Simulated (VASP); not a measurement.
# Cd (Im-3m) in VASP: settings compared, part 2 of 2

VASP 6.6.1. The steps go on from the part before.

### Step 3. Single point, r2SCANh+D3(BJ), spin-orbit coupling, no magnetisation

The input, POSCAR:

```
Cd
3.0905
   -0.577357061964      0.577357061964      0.577357061964
    0.577357061964     -0.577357061964      0.577357061964
    0.577357061964      0.577357061964     -0.577357061964
Cd
1
Direct
    0.0000000000      0.0000000000      0.0000000000
```

The input, INCAR.step1:

```
PREC = Accurate
ENCUT = 520
EDIFF = 1E-5
ISMEAR = 1
SIGMA = 0.2
LREAL = False
LASPH = True
NELM = 80
ALGO = Normal
ISIF = 2
LWAVE = True
MAGMOM = 0 0 0
LORBIT = 11
LSORBIT = True
GGA_COMPAT = False
GGA = PE
```

The input, INCAR.step2:

```
PREC = Accurate
ENCUT = 520
EDIFF = 1E-7
ISMEAR = 1
SIGMA = 0.2
LREAL = False
LASPH = True
NELM = 80
ALGO = Normal
ISIF = 2
LWAVE = False
LCHARG = True
MAGMOM = 0 0 0
LORBIT = 11
LSORBIT = True
GGA_COMPAT = False
METAGGA = R2SCAN
LHFCALC = True
AEXX = 0.1
LMIXTAU = True
PRECFOCK = Fast
IVDW = 12
VDW_S6 = 1.0
VDW_S8 = 1.1236
VDW_A1 = 0.4709
VDW_A2 = 5.9157
LVHAR = True
ISTART = 1
```

The input, KPOINTS:

```
Automatic mesh
0
Gamma
  5 5 5
```

Potentials or basis: VASP PAW PBE potentials, release 64 (Cd).

Command:

```
$ cat potpaw_PBE.64/Cd/POTCAR > POTCAR
$ cp INCAR.step1 INCAR
$ mpirun -np 1 vasp_ncl > vasp.out
$ cp INCAR.step2 INCAR
$ mpirun -np 1 vasp_ncl > vasp.out
```

OUTCAR:

```text
PREC = Accurate
   ENCUT = 520
   EDIFF = 1E-7
   ISMEAR = 1
   LREAL = False
   LASPH = True
   NELM = 80
   ISIF = 2
   LORBIT = 11
   LSORBIT = True
   METAGGA = R2SCAN
   LHFCALC = True
   AEXX = 0.1
   PRECFOCK = Fast
   IVDW = 12
   ISTART = 1
 IVDW          = 12

 ion  position               nearest neighbor table
   1  0.000  0.000  0.000-

  LATTYP: Found a body centered cubic cell.
 ALAT       =     3.5686440000

  Lattice vectors:

 A1 = (  -1.7843220000,   1.7843220000,   1.7843220000)
 A2 = (   1.7843220000,  -1.7843220000,   1.7843220000)
 A3 = (   1.7843220000,   1.7843220000,  -1.7843220000)

Analysis of symmetry for initial positions (statically):
=====================================================================
 Subroutine PRICEL returns:
 Original cell was already a primitive cell.

 Routine SETGRP: Setting up the symmetry group for a
 body centered cubic supercell.

 Subroutine GETGRP returns: Found 48 space group operations
 (whereof 48 operations were pure point group operations)
 out of a pool of 48 trial point group operations.

The static configuration has the point symmetry O_h .

Analysis of symmetry for dynamics (positions and initial velocities):
=====================================================================
 Subroutine PRICEL returns:
 Original cell was already a primitive cell.

 Routine SETGRP: Setting up the symmetry group for a
 body centered cubic supercell.

 Subroutine GETGRP returns: Found 48 space group operations
 (whereof 48 operations were pure point group operations)
 out of a pool of 48 trial point group operations.

The dynamic configuration has the point symmetry O_h .

Analysis of structural, dynamic, and magnetic symmetry:
=====================================================================
 Subroutine PRICEL returns:
 Original cell was already a primitive cell.

 Routine SETGRP: Setting up the symmetry group for a
 body centered cubic supercell.

 Subroutine GETGRP returns: Found 48 space group operations
 (whereof 48 operations were pure point group operations)
 out of a pool of 48 trial point group operations.

The overall configuration has the point symmetry O_h .

 Subroutine INISYM returns: Found 48 space group operations
 (whereof 48 operations are pure point group operations),
 and found     1 'primitive' translations

----------------------------------------------------------------------------------------

                                     Primitive cell

  volume of cell :      22.7237

  direct lattice vectors                    reciprocal lattice vectors
    -1.784322000  1.784322000  1.784322000     0.000000000  0.280218481  0.280218481
     1.784322000 -1.784322000  1.784322000     0.280218481  0.000000000  0.280218481
[... 138 lines left out ...]
      4      -8.1685      1.00000
      5      -7.6138      1.00000
      6      -7.6138      1.00000
[... 219 lines left out ...]
     19      11.2336      0.00000
     20      11.2336      0.00000

------------------------ aborting loop because EDIFF is reached ----------------------------------------

 total charge

# of ion       s       p       d       tot
------------------------------------------
    1        0.506   0.277   9.516  10.299

 magnetization (x)

# of ion       s       p       d       tot
------------------------------------------
    1        0.000   0.000   0.000   0.000

 magnetization (y)

# of ion       s       p       d       tot
------------------------------------------
    1       -0.000  -0.000   0.000  -0.000

 magnetization (z)

# of ion       s       p       d       tot
------------------------------------------
    1        0.000   0.000  -0.000   0.000

 ---------------------------------------------------------------------------------------------

         DFTD3 V3.0 Rev 1
 DF unknown
 parameters
 k1-k3        =   16.0000    1.3333   -4.0000
 Edisp (eV)   -0.23216

 E6    (eV) :    -0.1310
 E8    (eV) :    -0.1012
 % E8        : 43.58

  FORCE on cell =-STRESS in cart. coord.  units (eV):
  Direction    XX          YY          ZZ          XY          YZ          ZX
  --------------------------------------------------------------------------------------
  -------------------------------------------------------------------------------------
  Total      -0.55247    -0.55247    -0.55247     0.00000     0.00000     0.00000
  in kB     -38.95283   -38.95283   -38.95283     0.00000     0.00000     0.00000
  external pressure =      -38.95 kB  Pullay stress =        0.00 kB

 VOLUME and BASIS-vectors are now :
 -----------------------------------------------------------------------------
  energy-cutoff  :      520.00
  volume of cell :       22.72
      direct lattice vectors                 reciprocal lattice vectors
    -1.784322000  1.784322000  1.784322000     0.000000000  0.280218481  0.280218481
     1.784322000 -1.784322000  1.784322000     0.280218481  0.000000000  0.280218481
     1.784322000  1.784322000 -1.784322000     0.280218481  0.280218481  0.000000000

  length of vectors
     3.090536361  3.090536361  3.090536361     0.396288776  0.396288776  0.396288776

 FORCES acting on ions
    electron-ion (+dipol)            ewald-force                    non-local-force                 convergence-correction
 -----------------------------------------------------------------------------------------------
   -.140E-10 0.135E-10 -.131E-10   -.497E-15 0.359E-15 0.255E-14   0.207E-24 0.000E+00 0.827E-24   0.644E-10 0.851E-10 0.708E-10
 -----------------------------------------------------------------------------------------------
   -.134E-10 0.131E-10 -.125E-10   -.497E-15 0.359E-15 0.255E-14   0.207E-24 0.000E+00 0.827E-24   0.644E-10 0.851E-10 0.708E-10

 POSITION                                       TOTAL-FORCE (eV/Angst)
 -----------------------------------------------------------------------------------
      0.00000      0.00000      0.00000        -0.000000      0.000000      0.000000
 -----------------------------------------------------------------------------------
    total drift:                                0.000000      0.000000      0.000000

--------------------------------------------------------------------------------------------------------

  FREE ENERGIE OF THE ION-ELECTRON SYSTEM (eV)
  ---------------------------------------------------
  free  energy   TOTEN  =       -18.3711031198 eV

  energy  without entropy=      -18.3605868579  energy(sigma->0) =      -18.36759770

--------------------------------------------------------------------------------------------------------

--------------------------------------------------------------------------------------------------------

 Spin-Orbit-Coupling matrix elements

 Ion:    1  E_soc:     -0.0548493
 l=   1
     0.0000000    -0.0022385    -0.0022385
    -0.0022385     0.0000000    -0.0022385
    -0.0022385    -0.0022385     0.0000000
 l=   2
     0.0000000    -0.0013771     0.0000000    -0.0013771    -0.0055260
    -0.0013771     0.0000000    -0.0041445    -0.0013771    -0.0013815
     0.0000000    -0.0041445     0.0000000    -0.0041445     0.0000000
    -0.0013771    -0.0013771    -0.0041445     0.0000000    -0.0013815
    -0.0055260    -0.0013815     0.0000000    -0.0013815     0.0000000
 l=   3
     0.0000000     0.0000000     0.0000000     0.0000000     0.0000000     0.0000000     0.0000000
     0.0000000     0.0000000     0.0000000     0.0000000     0.0000000     0.0000000     0.0000000
     0.0000000     0.0000000     0.0000000     0.0000000     0.0000000     0.0000000     0.0000000
     0.0000000     0.0000000     0.0000000     0.0000000     0.0000000     0.0000000     0.0000000
     0.0000000     0.0000000     0.0000000     0.0000000     0.0000000     0.0000000     0.0000000
     0.0000000     0.0000000     0.0000000     0.0000000     0.0000000     0.0000000     0.0000000
     0.0000000     0.0000000     0.0000000     0.0000000     0.0000000     0.0000000     0.0000000

 total charge

# of ion       s       p       d       tot
------------------------------------------
    1        0.506   0.277   9.516  10.299

 magnetization (x)

# of ion       s       p       d       tot
------------------------------------------
    1        0.000   0.000   0.000   0.000

 magnetization (y)

# of ion       s       p       d       tot
------------------------------------------
    1       -0.000  -0.000   0.000  -0.000

 magnetization (z)

# of ion       s       p       d       tot
------------------------------------------
    1        0.000   0.000  -0.000   0.000

=======================================================================
```

Wall time 4.7 min (1 thread of Intel Xeon 6975P-C (Granite Rapids), shared host); peak memory 0.21 GiB.

What came out:

| Quantity | Value |
| --- | --- |
| Free energy | -18.3711 eV |
| Pressure | -3.9 GPa |
| Valence electrons inside the program's atomic spheres | Cd 10.30 |
| Dispersion energy per atom | -0.232 eV |

Caveat: the k mesh is coarse (spacing up to 0.50 Å⁻¹), so the values aren't converged, least of all with exact exchange; the PAW data sets were made with another functional, which shifts forces and pressure a little.

### Step 4. Relaxation of cell and atoms, LDA

The input, INCAR:

```
SYSTEM = Cd
PREC = Accurate
ENCUT = 600
EDIFF = 1E-7
ISMEAR = -1
SIGMA = 0.05
LREAL = .False.
LASPH = .True.
NELM = 100
ALGO = Normal
ISIF = 3
LWAVE = .False.
LCHARG = .False.
GGA = CA
IBRION = 2
NSW = 40
EDIFFG = -0.01
```

The input, KPOINTS:

```
Automatic mesh
0
Gamma
  10 10 10
  0 0 0
```

The input, POSCAR:

```
Cd
1.0
   -1.7843220000      1.7843220000      1.7843220000
    1.7843220000     -1.7843220000      1.7843220000
    1.7843220000      1.7843220000     -1.7843220000
Cd
1
Direct
    0.0000000000      0.0000000000      0.0000000000
```

Potentials or basis: VASP PAW LDA potentials, release 64 (Cd).

Command:

```
$ cat potpaw_LDA.64/Cd/POTCAR > POTCAR
$ mpirun -np 1 vasp_std > vasp.out
```

OUTCAR:

```text
SYSTEM = Cd
   PREC = Accurate
   ENCUT = 600
   EDIFF = 1E-7
   ISMEAR = -1
   LREAL = .False.
   LASPH = .True.
   NELM = 100
   ISIF = 3
   GGA = CA
   IBRION = 2
   NSW = 40
   EDIFFG = -0.01

 ion  position               nearest neighbor table
   1  0.000  0.000  0.000-

  LATTYP: Found a body centered cubic cell.
 ALAT       =     3.5686440000

  Lattice vectors:

 A1 = (  -1.7843220000,   1.7843220000,   1.7843220000)
 A2 = (   1.7843220000,  -1.7843220000,   1.7843220000)
 A3 = (   1.7843220000,   1.7843220000,  -1.7843220000)

Analysis of symmetry for initial positions (statically):
=====================================================================
 Subroutine PRICEL returns:
 Original cell was already a primitive cell.

 Routine SETGRP: Setting up the symmetry group for a
 body centered cubic supercell.

 Subroutine GETGRP returns: Found 48 space group operations
 (whereof 48 operations were pure point group operations)
 out of a pool of 48 trial point group operations.

The static configuration has the point symmetry O_h .

Analysis of symmetry for dynamics (positions and initial velocities):
=====================================================================
 Subroutine PRICEL returns:
 Original cell was already a primitive cell.

 Routine SETGRP: Setting up the symmetry group for a
 body centered cubic supercell.

 Subroutine GETGRP returns: Found 48 space group operations
 (whereof 48 operations were pure point group operations)
 out of a pool of 48 trial point group operations.

The dynamic configuration has the point symmetry O_h .

 Subroutine INISYM returns: Found 48 space group operations
 (whereof 48 operations are pure point group operations),
 and found     1 'primitive' translations

----------------------------------------------------------------------------------------

[... 130 lines left out ...]

 number of electron      11.9999997 magnetization

 Free energy of the ion-electron system (eV)
  ---------------------------------------------------
  ext. energy  EPLUGINS =         0.00000000
  ---------------------------------------------------
  free energy    TOTEN  =        -1.40381513 eV

  energy without entropy =       -1.39819412  energy(sigma->0) =       -1.40100463

------------------------ aborting loop because EDIFF is reached ----------------------------------------

  FORCE on cell =-STRESS in cart. coord.  units (eV):
  Direction    XX          YY          ZZ          XY          YZ          ZX
  --------------------------------------------------------------------------------------
  -------------------------------------------------------------------------------------
  Total       -0.6925645     -0.6925645     -0.6925645      0.0000000      0.0000000     -0.0000000
  in kB      -48.8304985    -48.8304985    -48.8304985      0.0000000      0.0000000     -0.0000000
  external PRESSURE =     -48.8304985 kB  Pullay stress =       0.0000000 kB
[... 57 lines left out ...]
--------------------------------------- Ionic step        3  -------------------------------------------

 number of electron      11.9999998 magnetization

 Free energy of the ion-electron system (eV)
  ---------------------------------------------------
  ext. energy  EPLUGINS =         0.00000000
  ---------------------------------------------------
  free energy    TOTEN  =        -1.44581652 eV

  energy without entropy =       -1.44223235  energy(sigma->0) =       -1.44402443

 E-fermi :   3.3963     XC(G=0): -11.6999

 val. band max:        3.2864684681   @ k =  -0.4000   0.4000   0.4000
 cond. band min:       3.4416965963   @ k =  -0.4000  -0.4000   0.1000
 fundamental gap:      0.1552281283
 Fermi energy:         3.3963209350

 k-point     1 :       0.0000    0.0000    0.0000
  band No.  band energies     occupation
      1      -6.2576      2.00000
      2      -6.2576      2.00000
      3      -6.2576      2.00000
      4      -6.2311      2.00000
      5      -5.4938      2.00000
      6      -5.4938      2.00000
      7      19.1079      0.00000
      8      19.1079      0.00000
      9      19.1079      0.00000
     10      20.4562      0.00000
[... 287 lines left out ...]
 k-point    24 :      -0.3000    0.3000    0.1000
  band No.  band energies     occupation
      1      -6.4471      2.00000
      2      -6.3989      2.00000
      3      -5.7476      2.00000
      4      -5.5699      2.00000
      5      -5.4754      2.00000
      6      -3.0265      2.00000
      7       8.7804      0.00000
      8      13.4033      0.00000
      9      14.1074      0.00000
     10      18.5564      0.00000

 [... further k-points ...]

------------------------ aborting loop because EDIFF is reached ----------------------------------------

  FORCE on cell =-STRESS in cart. coord.  units (eV):
  Direction    XX          YY          ZZ          XY          YZ          ZX
  --------------------------------------------------------------------------------------
  -------------------------------------------------------------------------------------
  Total        0.0015138      0.0015138      0.0015138     -0.0000000      0.0000000     -0.0000000
  in kB        0.1191051      0.1191051      0.1191051     -0.0000000      0.0000000     -0.0000000
  external PRESSURE =       0.1191051 kB  Pullay stress =       0.0000000 kB
[... 16 lines left out ...]
  FREE ENERGIE OF THE ION-ELECTRON SYSTEM (eV)
  ---------------------------------------------------
  free  energy   TOTEN  =        -1.4458165199 eV

  energy  without entropy=       -1.4422323477  energy(sigma->0) =       -1.44402443

 reached required accuracy - stopping structural energy minimisation
```

It took 28 s on 1 thread of Intel Xeon Platinum 8488C (Sapphire Rapids), shared host; peak memory 0.15 GiB.

Results:

```yaml
Free_energy: -1.4458 eV
Relaxed_volume: 20.36 Å³/atom
Relaxed_cell: a = 2.980 Å, b = 2.980 Å, c = 2.980 Å, α = 109.47°, β = 109.47°, γ = 109.47°
Space_group_after_relaxing_to_0.05_Å: Im-3m (No. 229)
Energy_gained_by_relaxing: 42.0 meV/atom
Ionic_steps: 3
Pressure_after_relaxing: 0.0 GPa
Band_gap_on_the_k_mesh: none (metal or under the smearing width)
```

The path:
| step | energy change (eV) | largest force (eV/Å) | pressure (GPa) | volume (Å³) |
| --- | --- | --- | --- | --- |
| 1 | 0.0000 | 0.0000 | -4.88 | 22.72 |
| 2 | -0.0418 | 0.0000 | -0.51 | 20.52 |
| 3 | -0.0420 | 0.0000 | 0.01 | 20.36 |

Final structure:
```xyz
1
Lattice="-1.7203 1.7203 1.7203 1.7203 -1.7203 1.7203 1.7203 1.7203 -1.7203" Properties=species:S:1:pos:R:3 pbc="T T T"
Cd    0.0000    0.0000    0.0000
```

### Step 5. Overview

```tsv
task	level	potentials or basis	spin	cell	k mesh	cutoff (eV)	smearing	grid for exact exchange (PRECFOCK)	exchange at q = 0	mesh quality	gap on the mesh (eV)	pressure (GPa)
single point	PBE0	VASP PAW PBE potentials, release 64 (Cd)	off	volume scaled by 1.04	5 × 5 × 5	500	fermi-dirac 0.1 eV	Normal	truncated	coarse	none	-2.9
single point	r2SCANh+D3(BJ)	VASP PAW PBE potentials, release 64 (Cd)	SOC, no magnetisation	as given	5 × 5 × 5	520	methfessel-paxton 0.2 eV	Fast	default	coarse	-	-3.9
relaxation of cell and atoms	LDA	VASP PAW LDA potentials, release 64 (Cd)	off	relaxed	10 × 10 × 10	600	fermi-dirac 0.05 eV	-	-	not flagged	none	0.0
```

Caveats: some runs use coarse meshes; the PAW data sets were made with another functional, which shifts forces and pressure a little (some runs).

Total energies depend on the potentials used, so only differences within one code and one set of settings carry meaning.
